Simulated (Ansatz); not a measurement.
# RbCl (Fm-3m) in Ansatz: equation of state

Aim: energy against volume of RbCl in PBEsol, for its equilibrium volume and stiffness.

Program: Ansatz 0.2.0. These are calculated values, not measurements. Logs are shortened: lines on timing, memory, paths and dates and some standing lists are left out, and cuts for length are marked.

## (1) The crystal as given

It takes space group Fm-3m (No. 225, cubic). Conventional cell: a = 6.548 Å, b = 6.548 Å, c = 6.548 Å, α = 90.00°, β = 90.00°, γ = 90.00°. Rb (site symmetry m-3m) is surrounded by 6 Cl at 3.27 Å. Cl (site symmetry m-3m) is surrounded by 6 Rb at 3.27 Å.

## (2) Equation of state, PBEsol

Potentials or basis: all-electron LAPW, scalar-relativistic.

No new run: the results of the series are fitted here.

Results:

```yaml
Equilibrium_volume: 35.02 Å³/atom
Bulk_modulus: 16.5 GPa
Pressure_derivative_of_the_bulk_modulus: 5.2
```

Energy against volume, from the lowest point:
| volume (Å³/atom) | energy (meV/atom) |
| --- | --- |
| 32.989 | 6.82 |
| 33.690 | 2.79 |
| 34.392 | 0.58 |
| 35.094 | 0.00 |
| 35.796 | 0.85 |
| 36.498 | 2.96 |
| 37.200 | 6.19 |
